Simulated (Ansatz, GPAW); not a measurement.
This is a calculation of MgSi for Ansatz 0.2.0. The cell comes from a database or a generator and needn't be the stable form of this composition.

Contents of input.yaml:

```yaml
crystal:
  lattice:
    - [2.908394, 0.0, 0.0]
    - [0.0, 2.908394, 0.0]
    - [0.0, 0.0, 4.103427]
  atoms:
    - { symbol: Si, position: [0.5, 0.5, 0.5] }
    - { symbol: Mg, position: [0.0, 0.0, 0.0] }
hamiltonian:
  xc: pbesol
  pseudopotentials: { kind: paw }
kpoints:
  mp_grid: { grid: [9, 9, 7] }
scf:
  occupations: { method: fermi_dirac, width: 0.05 }
output:
  forces: true
  stress: true
  eigenvalues: true
```

Potentials or basis: Ansatz PAW.

Command:

```console
$ ansatz run input.yaml --threads 1 --pin off --max-ram 3584MiB --backend cpu --events-out ev --progress --plain --runs-dir out
```

Task: Translate it to GPAW 26.7.0 (ASE script). Potentials or basis there: PAW data sets generated for this functional, cutoff 800 eV.

Result: As run (cutoffs and basis follow the program's own potentials, and thresholds, step limits or extra output files can differ):

File run.py:

```python
from ase import Atoms
from ase.dft.bandgap import bandgap
from ase.io import write
from ase.units import Bohr, GPa
from gpaw import GPAW, PW, setup_paths
from gpaw.elf import elf_from_dft_calculation

setup_paths.insert(0, '.')

atoms = Atoms(['Si', 'Mg'],
              cell=[[2.908394, 0.0, 0.0],
                    [0.0, 2.908394, 0.0],
                    [0.0, 0.0, 4.103427]],
              scaled_positions=[[0.5, 0.5, 0.5],
                                [0.0, 0.0, 0.0]],
              pbc=True)

calc = GPAW(mode=PW(800),
            xc='PBEsol',
            kpts={'size': (9, 9, 7), 'gamma': True},
            occupations={'name': 'fermi-dirac', 'width': 0.05},
            nbands=15,
            convergence={'density': 1e-05, 'energy': 1e-05},
            maxiter=150,
            txt='gpaw.txt')
atoms.calc = calc
energy = atoms.get_potential_energy()
forces = atoms.get_forces()
stress = atoms.get_stress()
calc.write('gs.gpw')
write('result.traj', atoms)
print(f'Energy: {energy:.6f} eV')
print('Forces (eV/A):')
print(forces.round(4))
print('Stress (GPa):', (stress / GPa).round(3))
print('Fermi level:', round(calc.get_fermi_level(), 4), 'eV')
print(f'Gap: {bandgap(calc)[0]:.4f} eV, direct: {bandgap(calc, direct=True)[0]:.4f} eV')

# fields on the real-space grid
write('density.cube', atoms, data=calc.get_pseudo_density() * Bohr**3)
write('potential.cube', atoms, data=calc.get_electrostatic_potential())
write('elf.cube', atoms, data=elf_from_dft_calculation(calc).data)
```

Potentials or basis: PAW data sets generated in the run's folder for this functional, pw.

Command:

```sh
$ gpaw-setup -f PBEsol Mg Si
$ OMP_NUM_THREADS=1 python run.py
```

Both were run:

|  | Ansatz | GPAW |
| --- | --- | --- |
| Pressure | -1.5 GPa | -1.4 GPa |

Ansatz's pressure holds a Pulay term of +0.02 GPa for its cutoff of 420 eV, which the other run lacks.

Ansatz's potentials were made for PBE.

Where Ansatz's input types no cutoff or centring, it takes its own default and a Γ-centred mesh.

Pressure is positive in compression.
